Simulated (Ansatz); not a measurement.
# KF: relaxation of the atoms with PBE+D4

The system is KF.

```xyz
2
Lattice="3.2590 0.0000 0.0000 0.0000 3.2590 0.0000 0.0000 0.0000 3.2590" Properties=species:S:1:pos:R:3 pbc="T T T"
K     0.0084    0.0104    0.0119
F     1.6234    1.6472    1.6182
```

The cell comes from a database or a generator and needn't be the stable form of this composition.

The cell isn't the ideal one: atoms moved at random, drawn with an rms of 0.02 Å.

* Program: Ansatz 0.2.0
* Task: relaxation of the atoms
* Functional: PBE
* Dispersion: D4
* Potentials or basis: Ansatz PAW
* Cutoff: 420 eV (not typed: the program's choice for these potentials)
* k mesh: 6 × 6 × 6
* Occupations: gaussian, width 0.02 eV
* Spin: collinear spin, ferromagnetic start
* Starting moments: [0.5, 0.0] μB

```json
{"Energy gained by relaxing": "0.1 meV/atom", "Ionic steps": "2", "Pressure after relaxing": "-0.7 GPa", "Largest force after relaxing": "0.009 eV/Å", "Band gap on the k mesh": "6.27 eV, indirect (least direct gap 6.32 eV)", "Net moment": "0.00 μB per cell", "Absolute moment": "0.00 μB per cell"}
```

Forces in eV/Å, atoms in the order of the input:
```
K   -0.004  0.002 -0.007
F    0.005 -0.002  0.007
```

Step by step:
| step | energy change (eV) | largest force (eV/Å) |
| --- | --- | --- |
| 1 | 0.0000 | 0.0204 |
| 2 | -0.0002 | 0.0088 |

Final structure:
```
K F
1.0
     3.25895    0.00000    0.00000
     0.00000    3.25895    0.00000
     0.00000    0.00000    3.25895
K F
1 1
Direct
  0.00132 0.00383 0.00161
  0.49940 0.50479 0.49856
```

Levels at points of the mesh, in eV from the valence-band top:
Spin up:
```tsv
k point	band 4	band 5	band 6	band 7	band 8	band 9	band 10	band 11	band 12	band 13
(0.00, 0.00, 0.00)	-10.04	-10.04	-0.05	-0.05	-0.05	6.27	8.30	8.30	13.63	13.63
(0.00, 0.00, -0.50)	-9.93	-9.93	-1.21	-0.16	-0.16	9.28	9.36	10.87	12.32	12.32
(0.00, -0.50, 0.00)	-9.93	-9.93	-1.21	-0.16	-0.16	9.28	9.36	10.87	12.32	12.32
(0.00, -0.50, -0.50)	-10.81	-9.85	-0.61	-0.61	0.00	8.48	8.98	11.80	11.80	14.22
(-0.50, 0.00, 0.00)	-9.93	-9.93	-1.21	-0.16	-0.16	9.28	9.36	10.87	12.32	12.32
(-0.50, 0.00, -0.50)	-10.81	-9.85	-0.61	-0.61	0.00	8.48	8.98	11.80	11.80	14.22
(-0.50, -0.50, 0.00)	-10.81	-9.85	-0.61	-0.61	0.00	8.48	8.98	11.80	11.80	14.22
(-0.50, -0.50, -0.50)	-10.61	-10.61	-1.03	-1.03	-1.03	10.41	10.41	10.41	15.15	15.15
```
Spin down:
```
              k point  band 4  band 5  band 6  band 7  band 8  band 9  band 10  band 11  band 12  band 13
   (0.00, 0.00, 0.00)  -10.04  -10.04   -0.05   -0.05   -0.05    6.27     8.30     8.30    13.63    13.63
  (0.00, 0.00, -0.50)   -9.93   -9.93   -1.21   -0.16   -0.16    9.28     9.36    10.87    12.32    12.32
  (0.00, -0.50, 0.00)   -9.93   -9.93   -1.21   -0.16   -0.16    9.28     9.36    10.87    12.32    12.32
 (0.00, -0.50, -0.50)  -10.81   -9.85   -0.61   -0.61    0.00    8.48     8.98    11.80    11.80    14.22
  (-0.50, 0.00, 0.00)   -9.93   -9.93   -1.21   -0.16   -0.16    9.28     9.36    10.87    12.32    12.32
 (-0.50, 0.00, -0.50)  -10.81   -9.85   -0.61   -0.61    0.00    8.48     8.98    11.80    11.80    14.22
 (-0.50, -0.50, 0.00)  -10.81   -9.85   -0.61   -0.61    0.00    8.48     8.98    11.80    11.80    14.22
(-0.50, -0.50, -0.50)  -10.61  -10.61   -1.03   -1.03   -1.03   10.41    10.41    10.41    15.15    15.15
```

Wall time 18 s on 1 thread of Intel(R) Xeon(R) CPU @ 2.60GHz (Ice Lake) (shared host), peak memory 0.45 GiB.

Caveat: the pressure holds a Pulay correction of +0.3 GPa for the finite cutoff; the starting moments weren't kept; the thresholds are loose for stress. A k mesh can miss the band edges.
